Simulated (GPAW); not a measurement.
A run of GPAW 26.7.0:

The input run.py:

```python
import numpy as np
import spglib
from ase import Atoms
from ase.dft.bandgap import bandgap
from ase.io import read, write
from gpaw import GPAW, PW
from gpaw.spinorbit import soc_eigenstates

atoms = read('Ag.cif')
cell, positions, numbers = spglib.find_primitive(
    (atoms.cell[:], atoms.get_scaled_positions(), atoms.numbers), symprec=1e-4)
atoms = Atoms(numbers, cell=cell, scaled_positions=positions, pbc=True)

calc = GPAW(mode=PW(600),
            xc={'name': 'optB88-vdW', 'backend': 'libvdwxc'},
            kpts={'size': (11, 11, 11), 'gamma': True},
            occupations={'name': 'fermi-dirac', 'width': 0.05},
            nbands=18,
            convergence={'density': 1e-05, 'energy': 1e-05},
            maxiter=150,
            legacy_gpaw=True,
            txt='gpaw.txt')
atoms.calc = calc
energy = atoms.get_potential_energy()
forces = atoms.get_forces()
calc.write('gs.gpw')
write('result.traj', atoms)
print(f'Energy: {energy:.6f} eV')
print('Forces (eV/A):')
print(forces.round(4))
print('Fermi level:', round(calc.get_fermi_level(), 4), 'eV')
print(f'Gap: {bandgap(calc)[0]:.4f} eV, direct: {bandgap(calc, direct=True)[0]:.4f} eV')

path = atoms.cell.bandpath('GXWKGLUWLK,UX', npoints=80, eps=1e-4)
bs_calc = calc.fixed_density(kpts=path, symmetry='off', nbands=26,
                             convergence={'bands': 'CBM+6.0', 'eigenstates': 1e-6}, txt='bands.txt')
bs = bs_calc.band_structure()
bs.write('bs.json')
print(f'Gap on the path: {bandgap(bs_calc)[0]:.4f} eV')

soc = soc_eigenstates(bs_calc, theta=90, phi=45)
np.savetxt('soc_bands.dat', soc.eigenvalues(), fmt='%.4f')
mesh = soc_eigenstates('gs.gpw', theta=90, phi=45)
np.savetxt('soc_mesh.dat', mesh.eigenvalues(), fmt='%.4f')
print('Fermi level with spin-orbit coupling:', round(mesh.fermi_level, 4), 'eV')
```

The input Ag.cif:

```cif
data_Ag
_cell_length_a 4.08550000
_cell_length_b 4.08550000
_cell_length_c 4.08550000
_cell_angle_alpha 90.00000000
_cell_angle_beta 90.00000000
_cell_angle_gamma 90.00000000
_space_group_name_H-M_alt 'Fm-3m'
_space_group_name_Hall '-F 4 2 3'
_space_group_IT_number 225
loop_
_space_group_symop_operation_xyz
'x,y,z'
'-x,-y,-z'
'-y,x,z'
'y,-x,-z'
'-x,-y,z'
'x,y,-z'
'y,-x,z'
'-y,x,-z'
'x,-y,-z'
'-x,y,z'
'-y,-x,-z'
'y,x,z'
'-x,y,-z'
'x,-y,z'
'y,x,-z'
'-y,-x,z'
'z,x,y'
'-z,-x,-y'
'z,-y,x'
'-z,y,-x'
'z,-x,-y'
'-z,x,y'
'z,y,-x'
'-z,-y,x'
'-z,x,-y'
'z,-x,y'
'-z,-y,-x'
'z,y,x'
'-z,-x,y'
'z,x,-y'
'-z,y,x'
'z,-y,-x'
'y,z,x'
'-y,-z,-x'
'x,z,-y'
'-x,-z,y'
'-y,z,-x'
'y,-z,x'
'-x,z,y'
'x,-z,-y'
'-y,-z,x'
'y,z,-x'
'-x,-z,-y'
'x,z,y'
'y,-z,-x'
'-y,z,x'
'x,-z,y'
'-x,z,-y'
'x,y+1/2,z+1/2'
'-x,-y+1/2,-z+1/2'
'-y,x+1/2,z+1/2'
'y,-x+1/2,-z+1/2'
'-x,-y+1/2,z+1/2'
'x,y+1/2,-z+1/2'
'y,-x+1/2,z+1/2'
'-y,x+1/2,-z+1/2'
'x,-y+1/2,-z+1/2'
'-x,y+1/2,z+1/2'
'-y,-x+1/2,-z+1/2'
'y,x+1/2,z+1/2'
[... 40 lines left out ...]
'-x+1/2,-y,z+1/2'
'x+1/2,y,-z+1/2'
'y+1/2,-x,z+1/2'
'-y+1/2,x,-z+1/2'
'x+1/2,-y,-z+1/2'
'-x+1/2,y,z+1/2'
'-y+1/2,-x,-z+1/2'
'y+1/2,x,z+1/2'
'-x+1/2,y,-z+1/2'
'x+1/2,-y,z+1/2'
'y+1/2,x,-z+1/2'
'-y+1/2,-x,z+1/2'
'z+1/2,x,y+1/2'
'-z+1/2,-x,-y+1/2'
'z+1/2,-y,x+1/2'
'-z+1/2,y,-x+1/2'
'z+1/2,-x,-y+1/2'
'-z+1/2,x,y+1/2'
'z+1/2,y,-x+1/2'
'-z+1/2,-y,x+1/2'
'-z+1/2,x,-y+1/2'
'z+1/2,-x,y+1/2'
'-z+1/2,-y,-x+1/2'
'z+1/2,y,x+1/2'
'-z+1/2,-x,y+1/2'
'z+1/2,x,-y+1/2'
'-z+1/2,y,x+1/2'
'z+1/2,-y,-x+1/2'
'y+1/2,z,x+1/2'
'-y+1/2,-z,-x+1/2'
'x+1/2,z,-y+1/2'
'-x+1/2,-z,y+1/2'
'-y+1/2,z,-x+1/2'
'y+1/2,-z,x+1/2'
'-x+1/2,z,y+1/2'
'x+1/2,-z,-y+1/2'
'-y+1/2,-z,x+1/2'
'y+1/2,z,-x+1/2'
'-x+1/2,-z,-y+1/2'
'x+1/2,z,y+1/2'
'y+1/2,-z,-x+1/2'
'-y+1/2,z,x+1/2'
'x+1/2,-z,y+1/2'
'-x+1/2,z,-y+1/2'
'x+1/2,y+1/2,z'
'-x+1/2,-y+1/2,-z'
'-y+1/2,x+1/2,z'
'y+1/2,-x+1/2,-z'
'-x+1/2,-y+1/2,z'
'x+1/2,y+1/2,-z'
'y+1/2,-x+1/2,z'
'-y+1/2,x+1/2,-z'
'x+1/2,-y+1/2,-z'
'-x+1/2,y+1/2,z'
'-y+1/2,-x+1/2,-z'
'y+1/2,x+1/2,z'
'-x+1/2,y+1/2,-z'
'x+1/2,-y+1/2,z'
'y+1/2,x+1/2,-z'
'-y+1/2,-x+1/2,z'
'z+1/2,x+1/2,y'
'-z+1/2,-x+1/2,-y'
'z+1/2,-y+1/2,x'
'-z+1/2,y+1/2,-x'
'z+1/2,-x+1/2,-y'
'-z+1/2,x+1/2,y'
'z+1/2,y+1/2,-x'
'-z+1/2,-y+1/2,x'
'-z+1/2,x+1/2,-y'
'z+1/2,-x+1/2,y'
'-z+1/2,-y+1/2,-x'
'z+1/2,y+1/2,x'
'-z+1/2,-x+1/2,y'
'z+1/2,x+1/2,-y'
'-z+1/2,y+1/2,x'
'z+1/2,-y+1/2,-x'
'y+1/2,z+1/2,x'
'-y+1/2,-z+1/2,-x'
'x+1/2,z+1/2,-y'
'-x+1/2,-z+1/2,y'
'-y+1/2,z+1/2,-x'
'y+1/2,-z+1/2,x'
'-x+1/2,z+1/2,y'
'x+1/2,-z+1/2,-y'
'-y+1/2,-z+1/2,x'
'y+1/2,z+1/2,-x'
'-x+1/2,-z+1/2,-y'
'x+1/2,z+1/2,y'
'y+1/2,-z+1/2,-x'
'-y+1/2,z+1/2,x'
'x+1/2,-z+1/2,y'
'-x+1/2,z+1/2,-y'
loop_
_atom_site_label
_atom_site_type_symbol
_atom_site_symmetry_multiplicity
_atom_site_Wyckoff_symbol
_atom_site_fract_x
_atom_site_fract_y
_atom_site_fract_z
_atom_site_occupancy
Ag1 Ag 4 a 0.0000000000 0.0000000000 0.0000000000 1
```

Potentials or basis: GPAW PAW data sets (gpaw-data 1.2.1), pw.

Launch:

```sh
$ OMP_NUM_THREADS=1 python run.py
```

Hardware: 1 thread of Intel(R) Xeon(R) Platinum 8488C (Sapphire Rapids) (shared host).

Question: Estimate the wall time of this run.

Answer: It took 19 s on 1 thread of Intel(R) Xeon(R) Platinum 8488C (Sapphire Rapids) (shared host), peak memory 0.25 GiB. Counts: scf iterations 13.
